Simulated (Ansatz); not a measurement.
# GaN (F-43m) in Ansatz: settings compared

Aim: see how the results for GaN move with the level of theory and the settings. Levels: PBE, revPBE. Tasks: single point, relaxation of cell and atoms.

Program: Ansatz 0.2.0. These are calculated values, not measurements. Logs are shortened: lines on timing, memory, paths and dates and some standing lists are left out, and cuts for length are marked.

**Experimental background.**

From a printed reference work, textbook, for a bulk crystal of GaN at 0 K: band gap 3.299 eV (direct).

The runs below are set against these values where they give the same quantity.

## (1) The structure

Symmetry: F-43m, No. 216, cubic system. Conventional cell: a = 4.507 Å, b = 4.507 Å, c = 4.507 Å, α = 90.00°, β = 90.00°, γ = 90.00°. Ga (site symmetry -43m) is surrounded by 4 N at 1.95 Å. N (site symmetry -43m) is surrounded by 4 Ga at 1.95 Å.

The cell is a database's computed one.

## (2) Single point, PBE

File input.yaml:

```yaml
crystal:
  lattice:
    - [0.0, 2.2535006075, 2.2535006075]
    - [2.2535006075, 0.0, 2.2535006075]
    - [2.2535006075, 2.2535006075, 0.0]
  atoms:
    - { symbol: Ga, position: [0.0, 0.0, 0.0] }
    - { symbol: "N", position: [0.25, 0.25, 0.25] }
kpoints:
  mp_grid: { grid: [6, 6, 6] }
scf:
  occupations: { method: fermi_dirac, width: 0.04 }
hamiltonian:
  xc: pbe
  pseudopotentials: { kind: all_electron, lapw: { basis_error: 0.002 } }
output:
  forces: true
  stress: true
  eigenvalues: true
```

Potentials or basis: all-electron LAPW, scalar-relativistic.

The run is started by

```
$ ansatz run input.yaml --threads 1 --pin off --max-ram 3072MiB --backend cpu --events-out ev --progress --plain --runs-dir out
```

The log of the run:

```text
Warning: RAYON_NUM_THREADS=1 ignored (pool sized by the plan → 1); use --threads N
LAPW: plane waves up to 10.105 Å⁻¹, error target 2.0e-3 eV per atom; small_component_spin mean_spin; N in spheres of 0.855 Å, 7 of its electrons in bands, Dirac shells []; Ga in spheres of 1.097 Å, 21 of its electrons in bands, Dirac shells [] (how accurate: hamiltonian.pseudopotentials.lapw.basis_error, Limitations)
Engine: ansatz 0.2.0, x86_64-unknown-linux-gnu
Pseudopotentials: kind: all_electron
Pseudopotential: Ga, LAPW, valence charge 21, lapw/all_electron/scalar/gaussian/Ga, Koelling and Harmon's equation, gaussian nucleus
Pseudopotential: N, LAPW, valence charge 7, lapw/all_electron/scalar/gaussian/N, Koelling and Harmon's equation, gaussian nucleus
Functional definition: PBE
  parameter kappa = 0.804
  parameter beta = 0.06672455060314922
  exchange = pbe_x(kappa = kappa, mu = beta*pi^2/3)
  correlation = pbe_c(beta = beta)
Crystal: 2 atoms, lattice volume = 22.888 Å³
Basis set: ecut = 389.02295182223173 eV, 411 PW (Γ), exchange–correlation at level 2
Bands: 18, of which v1, the nominal top of the filled ones, is band 14 counted from 1 (13 counted from 0)
Symmetry: 24 space group operations
Space group: F-43m (ITA 216), of the structure as read, at distance tolerance 2.8e-5 Å
k-points: 16 of 216 (time reversal used)
Non-local potential: Ga, projectors of the file, none
Non-local potential: N, projectors of the file, none
Initial density: superposition of atomic densities (chi_scale 0.1, normalization cell, long waves kept (reshape's long-wave potential 0.00 eV rms))
Initial wavefunctions: plane waves of lowest kinetic energy (no species holds an atomic orbital)
Functional: x = pbe(κ = 0.804, μ = 0.2195149727645171), c = pbe(β = 0.06672455060314922)
iter 1 solved again at ethr=1.89e-2 eV; its pass at ethr=1.00e-1 eV (dr2=5.30e0 eV) is discarded
SCF iter   1: F=—  HF=-54392.850499 eV  |F-HF|=—  |Δ(HF+E_count)|=         —  Δρ=1.36e-1  dr2=5.31e0  ethr=1.89e-2  ⟨swp⟩=2.0  Hψ=1869  notcnv=0
preconditioner: auto → none  [insulator: Δε(μ)=3.174 eV  Ē_g=18.316 eV  σ=0.040 eV  W_gap=1.00  n_scr=14 (ndim 8)  ℏωp=32.9 eV  f_vac=0.000  D(μ)=0.00/eV (n_scr^D=0)  ε∞_Penn≈4.2]
SCF iter   2: F=—  HF=-54391.340639 eV  |F-HF|=—  |Δ(HF+E_count)|=    1.51e0  Δρ=5.84e-2  dr2=6.61e-1  ethr=1.89e-2  ⟨swp⟩=3.0  Hψ=909  notcnv=0
iter 3 solved again at ethr=1.42e-4 eV; its pass at ethr=2.36e-3 eV (dr2=3.97e-2 eV) is discarded
SCF iter   3: F=—  HF=-54390.858012 eV  |F-HF|=—  |Δ(HF+E_count)|=   4.83e-1  Δρ=1.50e-2  dr2=3.98e-2  ethr=1.42e-4  ⟨swp⟩=2.0  Hψ=1525  notcnv=0
SCF iter   4: F=—  HF=-54390.859217 eV  |F-HF|=—  |Δ(HF+E_count)|=         —  Δρ=2.70e-3  dr2=1.79e-3  ethr=1.42e-4  ⟨swp⟩=2.0  Hψ=864  notcnv=0
the basis was enlarged: its passes take 146.8 KiB over the memory plan, 1 of 1 planned eigensolver slots
SCF iter   5: F=—  HF=-54390.853817 eV  |F-HF|=—  |Δ(HF+E_count)|=   5.40e-3  Δρ=4.36e-4  dr2=4.01e-5  ethr=6.38e-6  ⟨swp⟩=2.8  Hψ=819  notcnv=0
SCF iter   6: F=—  HF=-54390.853744 eV  |F-HF|=—  |Δ(HF+E_count)|=   7.30e-5  Δρ=2.41e-4  dr2=5.35e-6  ethr=1.43e-7  ⟨swp⟩=3.0  Hψ=848  notcnv=0
SCF iter   7: F=—  HF=-54390.853748 eV  |F-HF|=—  |Δ(HF+E_count)|=   3.97e-6  Δρ=4.53e-5  dr2=2.15e-7  ethr=1.91e-8  ⟨swp⟩=3.0  Hψ=832  notcnv=0
SCF iter   8: F=-54390.853748 eV  HF=-54390.853748 eV  |F-HF|=2.60e-9  |Δ(HF+E_count)|=   2.09e-7  Δρ=3.67e-6  dr2=1.72e-9  ethr=7.69e-10  ⟨swp⟩=3.0  Hψ=841  notcnv=0
SCF 1 converged in 8 iterations: F = -54390.853748 eV  dr2 = 1.72e-9
SCF converged after 8 iterations
Free energy (F): -54390.853748 eV
Harris-Foulkes:  -54390.853748 eV  (|F-HF|=2.60e-9)
Internal energy: -54390.853748 eV  (E = F + TS)
E sigma→0 (E₀):  -54390.853748 eV
Fermi energy:    12.293778 eV
--- Per-component energies (eV) ---
  E_band       = -1451.176568
  E_kinetic    = 55428.868435
  E_xc         = -2248.789504
  E_electrostatic = -107570.932680  (all electrons and nuclei)
  E_smearing   = -0.000000  (= −TS)
  E_closure    = 0.000000  (closes the sum)
  E_atoms      = -54378.687074  (free atoms, spherical and without spin; not in F)
  Σ components = -54390.853748   (vs F -54390.853748, Δ=0.00e0)
  Basis errors (estimates in eV, not in F): energy 8.7e-4 per atom: plane waves 8.1e-4 (4.9e-4 summed), levels above the bands 1.1e-131, relativity 8.6e-8, radial functions 5.8e-5, core shells 2.2e-10; eigenvalues (radial functions only) 1.1e-5; not estimated: angular momenta, meshes, grids; target (lapw.basis_error) 2.0e-3; muffin-tin radii N 0.855 Å, Ga 1.097 Å
--- Forces (eV/Å), atoms counted from 1 ---
  atom   1  Ga    -0.00000000     0.00000000     0.00000000
  atom   2  N      0.00000000    -0.00000000    -0.00000000
  max |Σ_I F_I| component: 5.55e-17 eV/Å
--- Stress (GPa, compression-positive) ---
        4.894435       0.000000       0.000000
        0.000000       4.894435       0.000000
        0.000000       0.000000       4.894435
  P = ⅓ Tr σ = 4.8944 GPa (48.944 kbar)
--- Band table (eV; the first three rows and the last of 16) ---
  k-point 0: bands = ["-363.7270", "-130.6403", "-81.3840", "-81.3840", "-81.3840", "-4.5248", "-2.0913", "-2.0913", "-2.0913", "-1.7761", "-1.7761", "11.4056", "11.4056", "11.4056", "13.1378", "21.7152", "21.7152", "21.7152"]
  k-point 1: bands = ["-363.7270", "-130.6403", "-81.3844", "-81.3841", "-81.3841", "-4.2442", "-2.0577", "-2.0577", "-1.9607", "-1.7774", "-1.7774", "9.1237", "11.1346", "11.1346", "14.7463", "20.6706", "22.0707", "22.0707"]
  k-point 2: bands = ["-363.7270", "-130.6402", "-81.3851", "-81.3842", "-81.3842", "-3.7854", "-2.0132", "-2.0132", "-1.7551", "-1.7551", "-1.2874", "6.0492", "10.6549", "10.6549", "15.8777", "20.0480", "22.0380", "22.0380"]
  k-point 15: bands = ["-363.7270", "-130.6402", "-81.3852", "-81.3848", "-81.3846", "-3.4748", "-1.9627", "-1.8891", "-1.7827", "-1.7363", "0.1380", "5.5764", "7.9772", "7.9788", "16.7026", "19.3177", "22.7119", "22.7675"]
```

Wall time 11 s (1 thread of Intel Xeon at 2.50GHz (Skylake/Cascade Lake), shared host); peak memory 0.26 GiB.

What came out:

- Free energy: -54390.8537 eV
- Pressure: 4.9 GPa
- Band gap on the k mesh: 1.73 eV, direct

Levels at points of the mesh, in eV from the valence-band top:
| k point | band 12 | band 13 | band 14 | band 15 | band 16 | band 17 |
| --- | --- | --- | --- | --- | --- | --- |
| (0.00, 0.00, 0.00) | 0.00 | 0.00 | 0.00 | 1.73 | 10.31 | 10.31 |
| (0.00, 0.00, -0.50) | -7.03 | -0.97 | -0.97 | 4.65 | 8.73 | 10.36 |
| (0.00, -0.50, -0.50) | -6.12 | -2.70 | -2.70 | 3.35 | 6.67 | 11.70 |

## (3) Relaxation of cell and atoms, revPBE

File input.yaml:

```yaml
crystal:
  lattice:
    - [0.0, 2.2535006075, 2.2535006075]
    - [2.2535006075, 0.0, 2.2535006075]
    - [2.2535006075, 2.2535006075, 0.0]
  atoms:
    - { symbol: Ga, position: [0.0, 0.0, 0.0] }
    - { symbol: "N", position: [0.25, 0.25, 0.25] }
kpoints:
  mp_grid: { grid: [10, 10, 10] }
scf:
  occupations: { method: fermi_dirac, width: 0.05 }
hamiltonian:
  xc: revpbe
  pseudopotentials: { kind: all_electron, lapw: { basis_error: 0.001 } }
output:
  forces: true
  stress: true
relax:
  f_tol: 0.005
  max_steps: 60
  cell: {}
```

Potentials or basis: all-electron LAPW, scalar-relativistic.

The run is started by

```
$ ansatz run input.yaml --threads 1 --pin off --max-ram 3072MiB --backend cpu --events-out ev --progress --plain --runs-dir out
```

The log of the run:

```text
Warning: RAYON_NUM_THREADS=1 ignored (pool sized by the plan → 1); use --threads N
The last accepted step is kept in <dir> (removed where the run ends without a failure and the disk answers)
LAPW: plane waves up to 10.863 Å⁻¹, error target 1.0e-3 eV per atom; small_component_spin mean_spin; N in spheres of 0.828 Å, 7 of its electrons in bands, Dirac shells []; Ga in spheres of 1.065 Å, 21 of its electrons in bands, Dirac shells [] (how accurate: hamiltonian.pseudopotentials.lapw.basis_error, Limitations)
[... 4 set-up lines as earlier in the session ...]
Functional definition: revPBE
  parameter kappa = 1.245
[... 3 set-up lines as earlier in the session ...]
Crystal: 2 atoms, lattice volume = 22.888 Å³
Basis set: ecut = 449.58880392592306 eV, 531 PW (Γ), exchange–correlation at level 2
Bands: 18, of which v1, the nominal top of the filled ones, is band 14 counted from 1 (13 counted from 0)
[... 2 set-up lines as earlier in the session ...]
k-points: 47 of 1000 (time reversal used)
[... 4 set-up lines as earlier in the session ...]
Functional: x = revpbe(κ = 1.245, μ = 0.2195149727645171), c = pbe(β = 0.06672455060314922)
iter 1 solved again at ethr=1.96e-2 eV; its pass at ethr=1.00e-1 eV (dr2=5.49e0 eV) is discarded
SCF iter   1: F=—  HF=-54397.847156 eV  |F-HF|=—  |Δ(HF+E_count)|=         —  Δρ=1.38e-1  dr2=5.49e0  ethr=1.96e-2  ⟨swp⟩=2.0  Hψ=5453  notcnv=0
preconditioner: auto → none  [insulator: Δε(μ)=3.159 eV  Ē_g=18.346 eV  σ=0.050 eV  W_gap=1.00  n_scr=14 (ndim 8)  ℏωp=32.9 eV  f_vac=0.000  D(μ)=0.00/eV (n_scr^D=0)  ε∞_Penn≈4.2]
SCF iter   2: F=—  HF=-54396.339013 eV  |F-HF|=—  |Δ(HF+E_count)|=    1.51e0  Δρ=6.04e-2  dr2=6.90e-1  ethr=1.96e-2  ⟨swp⟩=3.0  Hψ=2677  notcnv=0
[... 43 lines left out ...]
SCF 4 converged in 3 iterations: F = -54395.908090 eV  dr2 = 4.12e-8
relax step   4: F+E_penalty+E_count = -54395.90808960 eV  Δ(F+E_penalty+E_count) = -2.250e-5 eV  max|allowed force component| = 7.864e-17 eV/Å  Δτ_max = 0.0000 Å  P = +0.008 GPa  Ω = 23.908 Å³  (3 SCF iters, accepted)
iter 1 solved again at ethr=1.47e-10 eV; its pass at ethr=1.00e-1 eV (dr2=4.12e-8 eV) is discarded
SCF iter   1: F=—  HF=-54395.908089 eV  |F-HF|=—  |Δ(HF+E_count)|=         —  Δρ=1.34e-5  dr2=4.12e-8  ethr=1.47e-10  ⟨swp⟩=3.2  Hψ=3907  notcnv=0
preconditioner: auto → none  [insulator: Δε(μ)=1.487 eV  Ē_g=18.494 eV  σ=0.050 eV  W_gap=1.00  n_scr=14 (ndim 8)  ℏωp=32.2 eV  f_vac=0.064  D(μ)=0.00/eV (n_scr^D=0)  ε∞_Penn≈4.0]
SCF iter   2: F=-54395.908090 eV  HF=-54395.908090 eV  |F-HF|=2.01e-8  |Δ(HF+E_count)|=   4.86e-8  Δρ=7.73e-6  dr2=1.26e-8  ethr=1.47e-10  ⟨swp⟩=3.0  Hψ=2422  notcnv=0
SCF 5 converged in 2 iterations: F = -54395.908090 eV  dr2 = 1.26e-8
relax step   5: F+E_penalty+E_count = -54395.90808956 eV  Δ(F+E_penalty+E_count) = +3.142e-8 eV  max|allowed force component| = 8.095e-17 eV/Å  Δτ_max = 0.0000 Å  P = +0.007 GPa  Ω = 23.908 Å³  stress off target by 7.33e-3 GPa  SCF on the basis re-selected at this cell (its energy is not comparable with the rows above)  (2 SCF iters)
basis re-selected at this cell: Δ(F+E_penalty+E_count) = +3.142e-8 eV, ΔP = -0.001 GPa vs the last step (what re-selecting the basis moved, after the strain that the cell walked since its last selection, with what the two solves' SCF thresholds leave and, on support functions, any second-order correction that the steps lacked; it is no measure of the basis error at this ecutwfc). This SCF's stress stands 7.33e-3 GPa from its target on what of the cell is left free (relax.cell.stress_tol is 5.00e-2 GPa) and its largest allowed force component is 8.10e-17 eV/Å (relax.f_tol is 5.00e-3 eV/Å): within both
SCF converged after 2 iterations
Free energy (F): -54395.908090 eV
Harris-Foulkes:  -54395.908090 eV  (|F-HF|=2.01e-8)
Internal energy: -54395.908090 eV  (E = F + TS)
E sigma→0 (E₀):  -54395.908090 eV
Fermi energy:    11.569668 eV
--- Per-component energies (eV) ---
  E_band       = -1468.855855
  E_kinetic    = 55432.082046
  E_xc         = -2253.346106
  E_electrostatic = -107574.644030  (all electrons and nuclei)
  E_smearing   = -0.000000  (= −TS)
  E_closure    = 0.000000  (closes the sum)
  E_atoms      = -54384.415515  (free atoms, spherical and without spin; not in F)
  Σ components = -54395.908090   (vs F -54395.908090, Δ=0.00e0)
  Basis errors (estimates in eV, not in F): energy 4.4e-4 per atom: plane waves 4.0e-4 (2.4e-4 summed), levels above the bands 3.0e-83, relativity 5.3e-8, radial functions 3.9e-5, core shells 3.7e-10; eigenvalues (radial functions only) 4.7e-6; not estimated: angular momenta, meshes, grids; target (lapw.basis_error) 1.0e-3; muffin-tin radii N 0.840 Å, Ga 1.081 Å
--- Forces (eV/Å), atoms counted from 1 ---
  atom   1  Ga    -0.00000000     0.00000000     0.00000000
  atom   2  N      0.00000000    -0.00000000    -0.00000000
  max |Σ_I F_I| component: 3.24e-17 eV/Å
--- Stress (GPa, compression-positive) ---
        0.007334       0.000000       0.000000
        0.000000       0.007334      -0.000000
        0.000000      -0.000000       0.007334
  P = ⅓ Tr σ = 0.0073 GPa (0.073 kbar)
--- Relaxed structure (4 steps of the walk, 4 accepted, 1 SCFs on fresh bases) ---
  F+E_penalty+E_count = -54395.90808956 eV   max|allowed force component| = 8.095e-17 eV/Å   (the final SCF, on the basis selected at the relaxed cell)
  cell:  # Å, volume = 23.9081 Å³
    - [4.0762976263164716e-34, 2.2865041014689083, 2.2865041014689083]
    - [2.2865041014689083, -3.7196215840137806e-33, 2.2865041014689083]
    - [2.2865041014689083, 2.2865041014689083, -2.904362058750486e-33]
  atoms:
    - { symbol: Ga, position: [5.110030184811187e-34, -4.041731191470869e-34, -4.362220889472964e-34] }
    - { symbol: N, position: [0.25, 0.25, 0.25] }
```

Wall time 85 s (1 thread of Intel Xeon at 2.50GHz (Skylake/Cascade Lake), shared host); peak memory 0.34 GiB.

Results:

```yaml
Free_energy: -54395.9081 eV
Relaxed_volume: 11.95 Å³/atom
Relaxed_cell: a = 3.234 Å, b = 3.234 Å, c = 3.234 Å, α = 60.00°, β = 60.00°, γ = 60.00°
Space_group_after_relaxing_to_0.05_Å: F-43m (No. 216)
Energy_gained_by_relaxing: 12.1 meV/atom
Ionic_steps: 5
Pressure_after_relaxing: 0.0 GPa
Band_gap_on_the_k_mesh: 1.49 eV
```

The path:
| step | energy change (eV) | largest force (eV/Å) | volume (Å³) |
| --- | --- | --- | --- |
| 1 | 0.0000 | 0.0000 | 22.89 |
| 2 | -0.0197 | 0.0000 | 23.46 |
| 3 | -0.0241 | 0.0000 | 23.88 |
| 4 | -0.0242 | 0.0000 | 23.91 |
| 5 | -0.0242 | 0.0000 | 23.91 |

Final structure:
```
Ga N
1.0
     0.00000    2.28650    2.28650
     2.28650    0.00000    2.28650
     2.28650    2.28650    0.00000
Ga N
1 1
Direct
  0.00000 0.00000 0.00000
  0.25000 0.25000 0.25000
```

A k mesh can miss the band edges.

## (4) Comparison with measurements

Step 2. Against the measured gap of GaN, 3.299 eV (direct; 0 K; a printed reference work, textbook), the calculated 1.73 eV is off by -1.57 eV. Spin-orbit coupling on Ga is left out. The value is that of PBE, without temperature or zero-point motion. Semilocal functionals fall short of measured gaps as a rule. The cell is a database's relaxed one, not the measured one, which moves gaps too.
